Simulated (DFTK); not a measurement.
## NaF (Villiaumite) under changes of volume

One of the cells (12.487 Å³/atom); the others are scaled copies at fixed shape and fractional positions:

```
Na F
1.0
     0.00000    2.32000    2.32000
     2.32000    0.00000    2.32000
     2.32000    2.32000    0.00000
Na F
1 1
Direct
  0.00000 0.00000 0.00000
  0.50000 0.50000 0.50000
```

```yaml
Program: DFTK 0.8.2
Functional: PBEsol
Potentials_or_basis: dojo.nc.sr.pbesol.v0_4_1.standard.upf (PBEsol)
Cutoff: 1197 eV
k_mesh: 10 × 10 × 10
Occupations: fermi-dirac, width 0.05 eV
Spin: no spin polarisation
```

```tsv
volume (Å³/atom)	energy over the lowest point (meV/atom)	pressure (GPa)	gap on the mesh (eV)
11.738	5.65	3.0	6.52
11.988	2.00	1.7	6.40
12.237	0.18	0.6	6.29
12.487	0.00	-0.4	6.18
12.737	1.28	-1.3	6.08
12.987	?	?	?
13.236	7.61	-2.8	5.89
```

Problem. What does the run at 12.987 Å³/atom give?

Solution. Energy over the lowest point 3.86 meV/atom; pressure -2.1 GPa; gap on the mesh 5.98 eV.

Worked out: A Birch-Murnaghan fit of order 3 (a polynomial in V^(-2/3)) to the other rows has its minimum at 12.39 Å³/atom with B0 = V·E''(V) = 49 GPa and B' = 4.6. It gives 3.87 meV/atom at 12.987 Å³/atom, against the run's 3.86, and -dE/dV = -2.0 GPa, against -2.1. A straight line through the other rows of the gap, of slope -5.24 eV per unit of ln V (its deformation potential), gives 5.98 eV, against the run's 5.98.

Energies are extrapolated to zero smearing.

A mesh can miss the band edges.
